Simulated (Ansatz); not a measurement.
**Calculated ⁷⁵As nuclear quadrupole resonance for BAs under strain**

Cell: an entry of the Crystallography Open Database (COD), relaxed with PBE at fixed cell and then changed (z stretched by 2 %, ions relaxed).

```xyz
2
Lattice="0.0000 2.3885 2.4363 2.3885 0.0000 2.4363 2.3885 2.3885 0.0000" Properties=species:S:1:pos:R:3 pbc="T T T"
B     0.0000    0.0000    0.0000
As    1.1943    1.1943    1.2181
```

Sites (sets of like atoms) are named by element and the number of their first atom in this list.

The numbers come from a DFT calculation in Ansatz (PBE, plane waves and PAW, scalar-relativistic, 420 eV cutoff, Γ-centred 16×16×16 k-points, Fermi–Dirac smearing 0.02 eV).

⁷⁵As: I = 3/2, Q = 311.0 mb (year-2017 value). Static lattice, zero field.

Problem. At which frequencies do the ⁷⁵As NQR lines lie?

Solution. For I = 3/2 there is one line, ν = (|C_Q|/2)(1 + η²/3)^½.

```json
{"site": "As", "atoms": "2", "V_zz (10²¹ V/m²)": "0.23", "C_Q (MHz)": "1.75", "η": "0.00", "line frequencies (MHz)": "0.874"}
```

An axis of threefold or higher order runs through As, so V_zz lies along it and η is zero.
